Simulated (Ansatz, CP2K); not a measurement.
## Rock-salt ZrC, displaced supercell (64 atoms): runs against a plane-wave reference

The cell holds 64 atoms: 32 Zr and 32 C. Its edges and angles: a = 9.396 Å, b = 9.396 Å, c = 9.396 Å, α = 90.0°, β = 90.0°, γ = 90.0°. It derives from ZrC (rock-salt), repeated 2×2×2. Rock-salt ZrC (a = 4.698 Å), 2 x 2 x 2 conventional cells; every coordinate displaced by a Gaussian of 0.02 Å. Then every atom was moved at random, 0.05 Å r.m.s. a Cartesian component.

Geometry: as built.

The reference, a calculation:

| Quantity | Value |
| --- | --- |
| method | Kohn-Sham DFT, PBE, PAW, plane waves (Ansatz 0.2.0); cutoff 420 eV, Γ point, fermi-dirac smearing of 0.05 eV; PAW set soft_2 |
| r.m.s. force component | 0.7827 eV/Å |
| longest force | 3.236 eV/Å |
| pressure | 1.742 GPa |
| SCF cycles | 8 |
| time | 11 s on 4 threads of Arm Neoverse V2, shared host |
| CPU time | 29 s |

Q: Estimate the differences from the reference, the CPU time and the memory of each run.
- CP2K PBE, DZVP-MOLOPT-SR, 210/50 Ry, diagonalisation (CP2K 2026.2; 2 threads)
- CP2K PBE, SZV-MOLOPT-SR, 600/50 Ry, diagonalisation (CP2K 2026.2; 1 thread)
- CP2K PBE, DZVP-MOLOPT-SR, 600/50 Ry, diagonalisation (CP2K 2026.2; 4 MPI ranks)
- CP2K PBE+D4, DZVP-MOLOPT-SR, 600/50 Ry, diagonalisation (CP2K 2026.2; 4 MPI ranks)
- CP2K RPBE, PBE potentials, DZVP-MOLOPT-SR, 600/50 Ry, diagonalisation (CP2K 2026.2; 4 MPI ranks)
- CP2K PBE, DZVP-MOLOPT-SR, 300/50 Ry, diagonalisation (CP2K 2026.2; 2 threads)
- CP2K revPBE, PBE potentials, DZVP-MOLOPT-SR, 600/50 Ry, diagonalisation (CP2K 2026.2; 4 MPI ranks)

Differences are against the plane-wave reference, forces as r.m.s. over components; share is that over the reference's r.m.s. force, slope the least-squares factor from reference forces to these. Total energies of different programs have different zeros and aren't compared.

```csv
run,"Δ force, r.m.s. (meV/Å)",share (%),slope,Δ pressure (GPa),cores,CPU time,memory (GiB)
reference,-,-,-,-,4,29 s,1.0
"CP2K PBE, DZVP-MOLOPT-SR, 210/50 Ry, diagonalisation (coarse)",23.4,2.99,1.002,-1.28,2,12 min,1.5
"CP2K PBE, SZV-MOLOPT-SR, 600/50 Ry, diagonalisation (coarse)",144,18.4,0.993,-16.5,1,4.3 min,2.1
"CP2K PBE, DZVP-MOLOPT-SR, 600/50 Ry, diagonalisation",8.05,1.03,1.000,-1.27,4,14 min,5.6
"CP2K PBE+D4, DZVP-MOLOPT-SR, 600/50 Ry, diagonalisation",10.7,1.37,0.998,-4.63,4,14 min,5.7
"CP2K RPBE, PBE potentials, DZVP-MOLOPT-SR, 600/50 Ry, diagonalisation",20.2,2.58,0.994,1.16,4,14 min,5.7
"CP2K PBE, DZVP-MOLOPT-SR, 300/50 Ry, diagonalisation (coarse)",10.6,1.35,1.001,-1.27,2,14 min,1.8
"CP2K revPBE, PBE potentials, DZVP-MOLOPT-SR, 600/50 Ry, diagonalisation",15.4,1.97,0.996,0.471,4,14 min,5.7
```

Rows marked coarse were listed beforehand as settings not expected to be converged; some can still land near the reference.

CPU time is summed over cores on a shared host, where runs went side by side, so it is rough. Symmetry, cutoffs, thresholds, outputs and thread counts weren't matched or tuned between programs; memory under MPI is the largest rank's times the ranks.

The PBE run in local orbitals, coarse settings apart, differs by 1.0 % (CP2K PBE, DZVP-MOLOPT-SR, 600/50 Ry, diagonalisation); basis, grid and potentials can all enter. Rows with another functional or a dispersion term differ by 1.4 % (CP2K PBE+D4, DZVP-MOLOPT-SR, 600/50 Ry, diagonalisation) to 2.6 % (CP2K RPBE, PBE potentials, DZVP-MOLOPT-SR, 600/50 Ry, diagonalisation), which mixes the change of model with differences of basis and potentials, some of them made for another functional. Runs with settings chosen to be coarse differ by 1.3 % (CP2K PBE, DZVP-MOLOPT-SR, 300/50 Ry, diagonalisation) to 18 % (CP2K PBE, SZV-MOLOPT-SR, 600/50 Ry, diagonalisation), their programs' other errors included. None of the electronic-structure runs in the table takes under half the reference's CPU time of 29 s; they take 8.9 to 30 times as much. The electronic-structure runs sample only Γ, in a cell whose shortest periodic width is 9 Å, which is coarse for a cell with partly filled levels.

[Logs are printed without paths, hosts, clocks, repeated set-up lines and the standing remarks that a program may print on its own settings, such as how far it seeks lower states.]

[Hosts, paths, dates, database ids (printed as entryN), source tags and the programs' standing remarks are cut or masked in the printed files.]
